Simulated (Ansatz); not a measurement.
## BP

**The experiment.** The Crystallography Open Database holds a cell as deposited of cubic BP (space group F-43m), temperature not stated (1963): a = 4.538 Å, 11.68 Å³/atom.

From “Equation of state of single-crystal cubic boron phosphide”, 2014, arxiv:1407.1677, for a bulk crystal of BP at 300 K: bulk modulus 179 ± 1 GPa.

Computed with Ansatz (plane waves, PAW, 420 eV cutoff): PBE, scalar-relativistic, no spin polarisation, 12×12×12 k-mesh, Gaussian smearing of 0.05 eV; PAW files: Ansatz's generated set soft_2.

```
B P
1.0
     0.00000    2.27421    2.27421
     2.27421    0.00000    2.27421
     2.27421    2.27421    0.00000
B P
1 1
Cartesian
  0.0000 0.0000 0.0000
  3.4113 3.4113 3.4113
```

The chain of runs began from a cell as deposited in COD, expanded in volume.

The cell above was scaled in volume, its shape and atoms being fixed by the lattice's symmetry. Energies are counted from the cell above.

Cell and atoms are those of this level's equilibrium.

```
V (Å³/atom)  ΔE (meV/atom)  P (GPa)  gap on the mesh (eV)
      11.29           10.2      7.1                  1.19
      11.53            2.5      3.4                  1.22
      11.76            0.0      0.0                  1.25
      12.00            2.3     -3.1                  1.28
      12.23            8.9     -5.9                  1.30
```

What do the points give for the equilibrium volume, the bulk modulus and its pressure derivative (third-order Birch–Murnaghan)?

V0 = 11.76 Å³/atom, B0 = 162 GPa, B0′ = 3.7.

B0·V0 = 162.0 GPa × 11.76 Å³ = 11.89 eV/atom sets the scale: near the minimum ΔE ≈ ½ B0 V0 x², with x = V/V0 − 1, and a pressure of 1.6 GPa squeezes the volume by about 1 %. At the ends of the curve: x = −4.0 % predicts 9.5 meV/atom and the run gives 10.2; x = +4.0 % predicts 9.5 meV/atom and the run gives 8.9. Compression costs more and expansion less than the parabola says, since the crystal stiffens as it shrinks; B0′ measures that.

**Against experiment.** PBE gives 4.548 Å and 11.76 Å³/atom, +0.7 % in volume (+0.2 % in length) from the database's cell. PBE usually overestimates volumes by a few per cent. Against the measured bulk modulus of BP, 179 GPa (300 K; “Equation of state of single-crystal cubic boron phosphide”, 2014, arxiv:1407.1677), the calculated 162 GPa is off by -9.5 %. 3 values of this kind are on record (173 to 179 GPa); this one was drawn at random among those near their median, those with a stated uncertainty first.

Semilocal functionals underestimate band gaps, commonly by a third or more.
